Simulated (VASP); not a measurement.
# GaSb (Immm) in VASP: notebook

Runs on GaSb. Level: PBE. Tasks: single point.

All numbers are computed with VASP 6.6.1; they aren't measurements. Logs are shortened: lines on timing, memory, paths and dates and some standing lists are left out, and cuts for length are marked.

## 1. The structure

It takes space group Immm (No. 71, orthorhombic). The conventional cell has a = 3.112 Å, b = 5.350 Å, c = 5.787 Å, α = 90.00°, β = 90.00°, γ = 90.00°. Sb (site symmetry mmm) has 6 Ga at 2.89 to 3.09 Å and 2 Sb at 3.11 Å as nearest neighbours. Ga (site symmetry mmm) has 6 Sb at 2.89 to 3.09 Å and 2 Ga at 3.11 Å as nearest neighbours.

Measurements of this composition are mostly on another form, of space group No. 216.

## 2. Single point, PBE, spin-orbit coupling, no magnetisation

INCAR

```
SYSTEM = GaSb
PREC     = Accurate       ! precision mode
ENCUT    = 350            ! plane-wave cutoff, eV
EDIFF    = 1E-7           ! SCF threshold, eV
ISMEAR   = 0              ! smearing method
SIGMA    = 0.02           ! smearing width, eV
LREAL    = .False.        ! projectors in reciprocal space
LASPH    = .True.         ! aspherical terms in the spheres
NELM     = 100            ! most SCF steps
ALGO     = Normal         ! electronic algorithm
ISIF     = 2              ! what is computed and relaxed
LWAVE    = .False.        ! write WAVECAR
LCHARG   = .False.        ! write CHGCAR
LNONCOLLINEAR= .True.         ! non-collinear magnetism
MAGMOM   = 0 0 0 0 0 0    ! initial moments
LORBIT   = 11             ! projections on sites
LSORBIT  = .True.         ! spin-orbit coupling
GGA_COMPAT= .False.      
GGA      = PE             ! functional
NBANDS   = 34             ! bands
```

KPOINTS

```
Automatic mesh
0
Gamma
  9 9 9
  0 0 0
```

POSCAR

```
GaSb
1.0
   -1.5559010000      2.6750030000      2.8933130000
    1.5559010000     -2.6750030000      2.8933130000
    1.5559010000      2.6750030000     -2.8933130000
Sb Ga
1 1
Direct
    0.5000000000      0.5000000000      0.0000000000
    0.0000000000      0.0000000000      0.0000000000
```

Potentials or basis: VASP PAW PBE potentials, release 64 (Sb, Ga_d).

The run is started by

```
$ cat potpaw_PBE.64/Sb/POTCAR potpaw_PBE.64/Ga_d/POTCAR > POTCAR
$ mpirun -np 1 vasp_ncl > vasp.out
```

OUTCAR:

```text
SYSTEM = GaSb
   PREC = Accurate
   ENCUT = 350
   EDIFF = 1E-7
   ISMEAR = 0
   LREAL = .False.
   LASPH = .True.
   NELM = 100
   ISIF = 2
   LNONCOLLINEAR = .True.
   LORBIT = 11
   LSORBIT = .True.
   GGA = PE

 Found    125 irreducible k-points:

 Following reciprocal coordinates:
            Coordinates               Weight
  0.000000  0.000000  0.000000      1.000000
  0.111111  0.000000 -0.000000      4.000000
  0.222222 -0.000000  0.000000      4.000000
  0.333333  0.000000 -0.000000      4.000000
  0.444444 -0.000000  0.000000      4.000000
  0.000000  0.111111 -0.000000      4.000000
   k-points           NKPTS =    125   k-points in BZ     NKDIM =    125   number of bands    NBANDS=     34
   number of dos      NEDOS =    301   number of ions     NIONS =      2
   total plane-waves  NPLWV =  21952
   dimension x,y,z NGX =    28 NGY =   28 NGZ =   28
   dimension x,y,z NGXF=    56 NGYF=   56 NGZF=   56
   ions per type =               1   1
   NGX,Y,Z   is equivalent  to a cutoff of  10.99, 10.99, 10.99 a.u.
   NGXF,Y,Z  is equivalent  to a cutoff of  21.98, 21.98, 21.98 a.u.
 SYSTEM =  GaSb
   PREC   = accura    normal or accurate (medium, high low for compatibility)
   ISTART =      0    job   : 0-new  1-cont  2-samecut
   ICHARG =      2    charge: 1-file 2-atom 10-const
   ISPIN  =      1    spin polarized calculation?
   LNONCOLLINEAR =      T non collinear calculations
   LSORBIT =      T    spin-orbit coupling
   LASPH  =      T    aspherical Exc in radial PAW
   ENCUT  =  350.0 eV  25.72 Ry    5.07 a.u.   6.46  6.46  6.46*2*pi/ulx,y,z
   NELM   =    100;   NELMIN=  2; NELMDL= -5     # of ELM steps
   EDIFF  = 0.1E-06   stopping-criterion for ELM
   LREAL  =      F    real-space projection
   EDIFFG = 0.1E-05   stopping-criterion for IOM
   NSW    =      0    number of steps for IOM
   IBRION =     -1    ionic relax: 0-MD 1-quasi-New 2-CG
   NFREE  =      0    steps in history (QN), initial steepest desc. (CG)
   ISIF   =      2    stress and relaxation
   ISYM   =      2    0-nonsym 1-usesym 2-fastsym
   POTIM  = 0.5000    time-step for ionic-motion
   TEBEG  =    0.0;   TEEND  =   0.0 temperature during run
   PSTRESS=    0.0 pullay stress
   NELECT =      18.0000    total number of electrons
   NUPDOWN=      -1.0000    fix difference up-down
   EMIN   =  10.00;   EMAX   =-10.00  energy-range for DOS
   EFERMI =   0.00;   METHOD = LEGACY
   ISMEAR =     0;   SIGMA  =   0.02  broadening in eV -4-tet -1-fermi 0-gaus
   EFERMI_NEDOS =   21; number of points for ismear=-14 and -15
   IALGO  =     38    algorithm
   IMIX   =      4    mixing-type and parameters
     AMIX     =   0.40;   BMIX     =  1.00
     AMIX_MAG =   1.60;   BMIX_MAG =  1.00
  volume/ion in A,a.u.               =      24.08       162.53
  Fermi-wavevector in a.u.,A,eV,Ry     =   1.179176  2.228319 18.918287  1.390455
  Thomas-Fermi vector in A             =   2.315491
   LORBIT       =     11    0 simple, 1 ext, 2 COOP (PROOUT), +10 PAW based schemes
   GGA     = PE    functional components
   LHFCALC =     F    Hartree Fock is set to
   AEXX    =    0.0000 exact exchange contribution
   IVDW    =     0    specifies the selected vdW correction
   LEPSILON=     F    determine dielectric tensor
   LRPA    =     F    only Hartree local field effects (RPA)
 Gauss-broadening in eV      SIGMA  =   0.02
  energy-cutoff  :      350.00
  volume of cell :       48.17
 maximum number of plane-waves:      1460
 NGX is ok and might be reduce to    28
   NGX = 13   NGY = 13   NGZ = 13

 number of electron      17.9999986 magnetization       0.0000000      0.0000000      0.0000000

 number of electron      17.9999986 magnetization      -0.0000000     -0.0000000     -0.0000000

 Free energy of the ion-electron system (eV)
  ---------------------------------------------------
  ext. energy  EPLUGINS =         0.00000000
  ---------------------------------------------------
  free energy    TOTEN  =        -7.03744063 eV

  energy without entropy =       -7.03739278  energy(sigma->0) =       -7.03741670

 E-fermi :   6.5680     XC(G=0): -10.2501

 val. band max:        6.5519896164   @ k =   0.1111  -0.1111   0.1111
 cond. band min:       6.5949294049   @ k =  -0.2222   0.3333  -0.0000
 fundamental gap:      0.0429397885
 Fermi energy:         6.5680003628

 k-point     1 :       0.0000    0.0000    0.0000
  band No.  band energies     occupation
      1      -8.5570      1.00000
      2      -8.5570      1.00000
      3      -8.5232      1.00000
      4      -8.5232      1.00000
      5      -8.1076      1.00000
      6      -8.1076      1.00000
[... 22 lines left out ...]
     29      15.6640      0.00000
     30      15.6640      0.00000

 k-point     2 :       0.1111    0.0000   -0.0000
  band No.  band energies     occupation
      1      -8.5567      1.00000
      2      -8.5567      1.00000
      3      -8.5235      1.00000
      4      -8.5235      1.00000
      5      -8.1072      1.00000
      6      -8.1072      1.00000
[... 22 lines left out ...]
     29      16.2906      0.00000
     30      16.2906      0.00000

 k-point     3 :       0.2222   -0.0000    0.0000
  band No.  band energies     occupation
      1      -8.5558      1.00000
      2      -8.5558      1.00000
      3      -8.5244      1.00000
      4      -8.5244      1.00000
      5      -8.1063      1.00000
      6      -8.1063      1.00000
[... 22 lines left out ...]
     29      15.9473      0.00000
     30      15.9473      0.00000

 k-point     4 :       0.3333    0.0000   -0.0000
  band No.  band energies     occupation
      1      -8.5548      1.00000
      2      -8.5548      1.00000
      3      -8.5253      1.00000
      4      -8.5253      1.00000
      5      -8.1053      1.00000
      6      -8.1053      1.00000
[... 22 lines left out ...]
     29      15.6546      0.00000
     30      15.6546      0.00000

 k-point     5 :       0.4444   -0.0000    0.0000
  band No.  band energies     occupation
      1      -8.5543      1.00000
      2      -8.5543      1.00000
      3      -8.5260      1.00000
      4      -8.5260      1.00000
      5      -8.1048      1.00000
      6      -8.1048      1.00000
[... 22 lines left out ...]
     29      16.2773      0.00000
     30      16.2773      0.00000

 k-point     6 :       0.0000    0.1111   -0.0000
  band No.  band energies     occupation
      1      -8.5523      1.00000
      2      -8.5523      1.00000
      3      -8.5231      1.00000
      4      -8.5231      1.00000
      5      -8.1038      1.00000
      6      -8.1038      1.00000
[... 22 lines left out ...]
     29      15.6412      0.00000
     30      15.6412      0.00000

 [... further k-points ...]

 [bands above 30 left out]

------------------------ aborting loop because EDIFF is reached ----------------------------------------

  FORCE on cell =-STRESS in cart. coord.  units (eV):
  Direction    XX          YY          ZZ          XY          YZ          ZX
  --------------------------------------------------------------------------------------
  -------------------------------------------------------------------------------------
  Total        0.4397100     -0.4882350     -0.1777378      0.0000000      0.0000000      0.0000000
  in kB       14.6256527    -16.2396952     -5.9119242      0.0000000      0.0000000      0.0000000
  external PRESSURE =      -2.5086556 kB  Pullay stress =       0.0000000 kB

 VOLUME and BASIS-vectors are now :
 -----------------------------------------------------------------------------
  energy-cutoff  :      350.00
  volume of cell :       48.17
      direct lattice vectors                 reciprocal lattice vectors
    -1.555901000  2.675003000  2.893313000     0.000000000  0.186915678  0.172812274
     1.555901000 -2.675003000  2.893313000     0.321357207  0.000000000  0.172812274
     1.555901000  2.675003000 -2.893313000     0.321357207  0.186915678  0.000000000

 POSITION                                       TOTAL-FORCE (eV/Angst)
 -----------------------------------------------------------------------------------
      0.00000      0.00000      2.89331        -0.000000     -0.000000      0.000000
      0.00000      0.00000      0.00000         0.000000      0.000000     -0.000000
 -----------------------------------------------------------------------------------
    total drift:                                0.000000     -0.000000     -0.000000

  FREE ENERGIE OF THE ION-ELECTRON SYSTEM (eV)
  ---------------------------------------------------
  free  energy   TOTEN  =        -7.0374406282 eV

  energy  without entropy=       -7.0373927763  energy(sigma->0) =       -7.03741670

 Spin-Orbit-Coupling matrix elements

 Ion:    1  E_soc:     -0.1409798
 l=   1
     0.0000000    -0.0242629    -0.0224682
    -0.0242629     0.0000000    -0.0233414
    -0.0224682    -0.0233414     0.0000000
 l=   2
     0.0000000    -0.0000190     0.0000000    -0.0000165    -0.0001466
    -0.0000190     0.0000000    -0.0000795    -0.0000150    -0.0000241
     0.0000000    -0.0000795     0.0000000    -0.0000875     0.0000000
    -0.0000165    -0.0000150    -0.0000875     0.0000000    -0.0000291
    -0.0001466    -0.0000241     0.0000000    -0.0000291     0.0000000
 l=   3
     0.0000000     0.0000000     0.0000000     0.0000000     0.0000000     0.0000000     0.0000000
     0.0000000     0.0000000     0.0000000     0.0000000     0.0000000     0.0000000     0.0000000
     0.0000000     0.0000000     0.0000000     0.0000000     0.0000000     0.0000000     0.0000000
     0.0000000     0.0000000     0.0000000     0.0000000     0.0000000     0.0000000     0.0000000
     0.0000000     0.0000000     0.0000000     0.0000000     0.0000000     0.0000000     0.0000000
     0.0000000     0.0000000     0.0000000     0.0000000     0.0000000     0.0000000     0.0000000
     0.0000000     0.0000000     0.0000000     0.0000000     0.0000000     0.0000000     0.0000000

 Ion:    2  E_soc:     -0.0110718
 l=   1
     0.0000000    -0.0010961    -0.0009514
    -0.0010961     0.0000000    -0.0010992
    -0.0009514    -0.0010992     0.0000000
 l=   2
     0.0000000    -0.0001594     0.0000000    -0.0001603    -0.0006566
    -0.0001594     0.0000000    -0.0004554    -0.0001691    -0.0001611
     0.0000000    -0.0004554     0.0000000    -0.0004618     0.0000000
    -0.0001603    -0.0001691    -0.0004618     0.0000000    -0.0001654
    -0.0006566    -0.0001611     0.0000000    -0.0001654     0.0000000
 l=   3
     0.0000000     0.0000000     0.0000000     0.0000000     0.0000000     0.0000000     0.0000000
     0.0000000     0.0000000     0.0000000     0.0000000     0.0000000     0.0000000     0.0000000
     0.0000000     0.0000000     0.0000000     0.0000000     0.0000000     0.0000000     0.0000000
     0.0000000     0.0000000     0.0000000     0.0000000     0.0000000     0.0000000     0.0000000
     0.0000000     0.0000000     0.0000000     0.0000000     0.0000000     0.0000000     0.0000000
     0.0000000     0.0000000     0.0000000     0.0000000     0.0000000     0.0000000     0.0000000
     0.0000000     0.0000000     0.0000000     0.0000000     0.0000000     0.0000000     0.0000000

 total charge

# of ion       s       p       d       tot
------------------------------------------
    1        1.198   1.156   0.036   2.390
    2        1.014   0.521   9.951  11.486
--------------------------------------------------
tot          2.213   1.676   9.988  13.877

 magnetization (x)

# of ion       s       p       d       tot
------------------------------------------
    1        0.000   0.000  -0.000   0.000
    2       -0.000  -0.000   0.000  -0.000
--------------------------------------------------
tot          0.000  -0.000  -0.000  -0.000

 magnetization (y)

# of ion       s       p       d       tot
------------------------------------------
    1        0.000  -0.000   0.000  -0.000
    2        0.000   0.000   0.000   0.000
--------------------------------------------------
tot          0.000  -0.000   0.000  -0.000

 magnetization (z)

# of ion       s       p       d       tot
------------------------------------------
    1       -0.000   0.000   0.000   0.000
    2       -0.000  -0.000   0.000  -0.000
--------------------------------------------------
tot         -0.000   0.000   0.000  -0.000
```

It took 4.1 min on 1 thread of Intel Xeon Platinum 8375C at 2.90GHz (Ice Lake), shared host; peak memory 0.35 GiB.

These settings aren't checked as converged: the numbers below hold their error.

What came out:

| Property | Result |
| --- | --- |
| Free energy | -7.0374 eV |
| Pressure | -0.3 GPa |
| Valence electrons inside the program's atomic spheres | Sb 2.39; Ga 11.49 |

Caveat: the cutoff is under 1.25 times the usual one of these potentials, so pressure, stress and relaxed cells hold a basis-set (Pulay) error.

## 3. Single point, PBE, spin-orbit coupling, no magnetisation

INCAR: that of step 2 with these lines changed.

```diff
@@ -2,3 +2,3 @@
 PREC     = Accurate       ! precision mode
-ENCUT    = 350            ! plane-wave cutoff, eV
+ENCUT    = 400            ! plane-wave cutoff, eV
 EDIFF    = 1E-7           ! SCF threshold, eV
```

KPOINTS is that of step 2.

POSCAR is that of step 2.

Potentials or basis: VASP PAW PBE potentials, release 64 (Sb, Ga_d).

The run is started by

```
$ cat potpaw_PBE.64/Sb/POTCAR potpaw_PBE.64/Ga_d/POTCAR > POTCAR
$ mpirun -np 1 vasp_ncl > vasp.out
```

It took 6.2 min on 1 thread of Intel Xeon Platinum 8375C at 2.90GHz (Ice Lake), shared host; peak memory 0.38 GiB.

The run converged, but some of its settings lie outside the range that counts as converged, so its numbers aren't taken as properties of the crystal.

Results:

* Free energy: -7.0371 eV
* Pressure: -0.3 GPa
* Valence electrons inside the program's atomic spheres: Sb 2.39; Ga 11.49

## 4. Single point, PBE

INCAR

```
ALGO     = Fast           # electronic algorithm
EDIFF    = 1E-6           # SCF threshold, eV
ENCUT    = 450            # plane-wave cutoff, eV
GGA      = PE             # functional
ISIF     = 2              # what is computed and relaxed
ISMEAR   = 0              # smearing method
LASPH    = T              # aspherical terms in the spheres
LCHARG   = T              # write CHGCAR
LELF     = T              # ELF
LREAL    = F              # projectors in reciprocal space
LVHAR    = T            
LWAVE    = F              # write WAVECAR
NELM     = 80             # most SCF steps
PREC     = Accurate       # precision mode
SIGMA    = 0.02           # smearing width, eV
```

KPOINTS

```
k-points
0
Gamma
  5 5 5
```

POSCAR is that of step 3.

Potentials or basis: VASP PAW PBE potentials, release 64 (Sb_d_GW, Ga_d_GW).

The run is started by

```
$ cat potpaw_PBE.64/Sb_d_GW/POTCAR potpaw_PBE.64/Ga_d_GW/POTCAR > POTCAR
$ mpirun -np 1 vasp_std > vasp.out
```

It took 45 s on 1 thread of AMD EPYC 9R45 (Zen 5), shared host; peak memory 0.15 GiB.

The run converged. Its results:

- Free energy: -6.8799 eV
- Band gap on the k mesh: none (metal or under the smearing width)

Levels at points of the mesh, in eV from the Fermi level:
```csv
k point,band 11,band 12,band 13,band 14,band 15,band 16,band 17,band 18
"(0.00, 0.00, 0.00)",-11.91,-3.14,-2.09,-1.67,3.44,5.38,6.20,8.23
```

Caveat: the k mesh is coarse (spacing up to 0.47 Å⁻¹), so the values aren't converged; the cutoff is under 1.25 times the usual one of these potentials, so pressure, stress and relaxed cells hold a basis-set (Pulay) error. Spin-orbit coupling is left out, which matters for the levels of Sb.
